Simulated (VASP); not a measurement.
Input of a VASP 6.6.1 run:

Contents of INCAR:

```
SYSTEM = PtS2
ALGO = Normal ; EDIFF = 1E-7
ENCUT = 520 ; GGA = PE
ISIF = 2 ; ISMEAR = -1
LASPH = .TRUE. ; LCHARG = .FALSE.
LREAL = .FALSE. ; LWAVE = .FALSE.
NBANDS = 18 ; NELM = 100
PREC = Accurate ; SIGMA = 0.02
```

File KPOINTS:

```
k-points
0
G
  8 8 8
  0 0 0
```

File POSCAR:

```
PtS2
1.0
    1.7644429029      1.0187015850      5.6434486228
   -1.7644429029      1.0187015850      5.6434486228
    0.0000000000     -2.0374031699      5.6434486228
Pt S
1 2
Direct
    0.0000000000      0.0000000000      0.0000000000
    0.2597638672      0.2597638672      0.2597638672
    0.7402361328      0.7402361328      0.7402361328
```

Potentials or basis: VASP PAW PBE potentials, release 64 (Pt, S).

The run is started by

```console
$ cat potpaw_PBE.64/Pt/POTCAR potpaw_PBE.64/S/POTCAR > POTCAR
$ mpirun -np 1 vasp_std > vasp.out
```

Problem. Estimate the largest force.

Solution. 0.008 eV/Å.

Problem. Predict the pressure.

Solution. 2.6 GPa.

Problem. Predict the band gap on the k mesh.

Solution. 1.18 eV, indirect (least direct gap 1.28 eV).

Stress tensor (GPa, compression positive):
```
3.14 0.00 0.00
0.00 3.14 0.00
0.00 0.00 1.50
```

Caveat: spin-orbit coupling is left out, which moves the levels of the heavy elements. A k mesh can miss the band edges.
